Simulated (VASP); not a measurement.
PtS2:

```
Pt S
1.0
     3.54320    0.00000    0.00000
    -1.77160    3.06850    0.00000
     0.00000    0.00000    5.03880
Pt S
1 2
Cartesian
  0.0000 0.0000 0.0000
  1.7716 1.0228 3.8950
  0.0000 2.0457 1.1438
```

| Property | Result |
| --- | --- |
| Program | VASP 6.6.1 |
| Task | relaxation of cell and atoms |
| Functional | PBE |
| Potentials or basis | VASP PAW PBE potentials, release 54 (Pt, S) |
| Cutoff | 580 eV |
| k mesh | 9 × 9 × 5 |
| Occupations | fermi-dirac, width 0.05 eV |
| Spin | no spin polarisation |

At the start: pressure 11.1 GPa; volume 18.26 Å³/atom.

**Question.** Where does the relaxation end?

**Answer.** Over 17 steps the energy falls by 62.6 meV/atom and the volume is 23.46 Å³/atom (+28.5 %); space group P-3m1 (No. 164, to 0.05 Å).

Step by step:
| step | energy change (eV) | largest force (eV/Å) | pressure (GPa) | volume (Å³) |
| --- | --- | --- | --- | --- |
| 1 | 0.0000 | 1.2130 | 11.11 | 54.78 |
| 2 | 0.2399 | 1.3939 | -12.58 | 65.45 |
| 3 | -0.1403 | 0.0240 | -0.35 | 58.46 |
| 4 | -0.1405 | 0.0517 | -0.15 | 58.34 |
| 5 | -0.1405 | 0.0719 | 0.04 | 58.27 |
| 6 | -0.1478 | 0.0096 | 0.13 | 58.35 |
| 7 | -0.1525 | 0.1450 | 0.28 | 58.47 |
| 8 | -0.1554 | 0.1465 | 0.18 | 58.83 |
| 9 | -0.1630 | 0.1452 | -0.07 | 59.91 |
| 10 | -0.1743 | 0.1294 | -0.35 | 62.06 |
| 11 | -0.1858 | 0.0449 | -0.30 | 66.36 |
| 12 | -0.1874 | 0.0047 | -0.17 | 68.10 |
| 13 | -0.1875 | 0.0565 | 0.07 | 70.17 |
| 14 | -0.1711 | 0.4344 | -2.01 | 72.33 |
| 15 | -0.1878 | 0.0047 | -0.21 | 70.43 |
| 16 | -0.1751 | 0.0402 | 1.68 | 69.86 |
| 17 | -0.1879 | 0.0002 | -0.03 | 70.38 |

Final structure:
```cif
data_structure
_symmetry_space_group_name_H-M 'P 1'
_symmetry_Int_Tables_number 1
_cell_length_a 3.5734
_cell_length_b 3.5734
_cell_length_c 6.3645
_cell_angle_alpha 90.000
_cell_angle_beta 90.000
_cell_angle_gamma 120.000
_cell_volume 70.38
loop_
_atom_site_label
_atom_site_type_symbol
_atom_site_fract_x
_atom_site_fract_y
_atom_site_fract_z
_atom_site_occupancy
Pt1 Pt 0.00000 0.00000 0.00000 1
S1 S 0.66667 0.33333 0.80733 1
S2 S 0.33333 0.66667 0.19267 1
```

Caveat: the volume moved by over 15 % at a fixed basis, so the end points are rough; this functional lacks dispersion, which binds the layers, so the pressure and a relaxed spacing across them are unreliable, and here the layers came unbound; the volume moved by +28 % from the deposited cell, more than functionals usually miss.
